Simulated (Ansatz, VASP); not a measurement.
Co: VASP beside Ansatz

```
CELL_PARAMETERS angstrom
2.05786 0.00000 0.00000
0.00000 2.05786 0.00000
0.00000 0.00000 2.05786
ATOMIC_POSITIONS crystal
Co 0.00000 0.00000 0.00000
```

Change from the starting cell: volume scaled by 0.68, LAPW.

Alike in both runs: task single point; functional PBE; k mesh 17 × 17 × 17; occupations fermi-dirac, width 0.05 eV; collinear spin.

```csv
,VASP,Ansatz
version,VASP 6.6.1,Ansatz 0.2.0
potentials or method,"VASP PAW PBE potentials, release 64 (Co), cutoff 520 eV","all-electron LAPW, scalar-relativistic"
```

|  | VASP | Ansatz | Ansatz less VASP |
| --- | --- | --- | --- |
| pressure (GPa) | 122.7 | 127.0 | +4.35 |
| net moment per atom (μB) | 1.11 | 1.13 | +0.026 |
| size of the moment on the site where the two differ most (μB) | 1.09 | 1.14 | +0.047 |

Site moments also hang on the region over which each program counts them. Ansatz ran all-electron here, so the differences hold the error of VASP's frozen core and of both bases.

Caveats: the cell as given lies far from equilibrium; so large a pressure means that the cell lies far from this level's equilibrium, or that cutoff or potentials fall short (VASP).
